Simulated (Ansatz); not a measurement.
# MgF2 (rutile type): the cost of one run

Program: Ansatz 0.2.0. Level of theory: DFT PBE, with the methods named in each step. These are calculated values, not measurements.

**1. The structure to begin with**

It takes space group P4_2/mnm (No. 136, tetragonal). The conventional cell has a = 4.693 Å, b = 4.693 Å, c = 3.097 Å, α = 90.00°, β = 90.00°, γ = 90.00°. Mg (site symmetry mmm) is surrounded by 6 F at 2.02 Å. F (site symmetry m2m) has 3 Mg at 2.02 Å in its first shell of neighbours.

Structure file:

```
Mg F
1.0
     4.69311    0.00000    0.00000
     0.00000    4.69311    0.00000
     0.00000    0.00000    3.09745
Mg F
2 4
Direct
  0.00000 0.00000 0.00000
  0.50000 0.50000 0.50000
  0.30500 0.30500 0.00000
  0.69500 0.69500 0.00000
  0.80500 0.19500 0.50000
  0.19500 0.80500 0.50000
```

Atoms are numbered in the order of the input: Mg1, Mg2, F3, F4, F5, F6.

**2. Cell relaxed at zero pressure, PAW**

input.yaml reads:

```yaml
crystal:
  lattice:
    - [4.6931053341, 0.0, 0.0]
    - [0.0, 4.6931053341, 0.0]
    - [0.0, 0.0, 3.0974495205]
  atoms:
    - { symbol: Mg, position: [0.0, 0.0, 0.0] }
    - { symbol: Mg, position: [0.5, 0.5, 0.5] }
    - { symbol: F, position: [0.305, 0.305, 0.0] }
    - { symbol: F, position: [0.695, 0.695, 0.0] }
    - { symbol: F, position: [0.805, 0.195, 0.5] }
    - { symbol: F, position: [0.195, 0.805, 0.5] }
kpoints:
  mp_grid: { grid: [7, 7, 11] }
scf:
  occupations: { method: fermi_dirac, width: 0.1 }
hamiltonian:
  xc: pbe
  pseudopotentials: { kind: paw }
output:
  forces: true
  stress: true
relax:
  f_tol: 0.005
  max_steps: 40
  cell: {}
```

Started as:

```bash
ansatz run input.yaml --threads 2 --pin off --max-ram 5120MiB --backend cpu --events-out ev --progress --plain --runs-dir out
```

**Question.** How long does this run take on 2 threads of Intel Xeon 6975P-C (Granite Rapids), shared host, and how much memory does it need?

About 6 s, with a peak of 0.42 GiB.
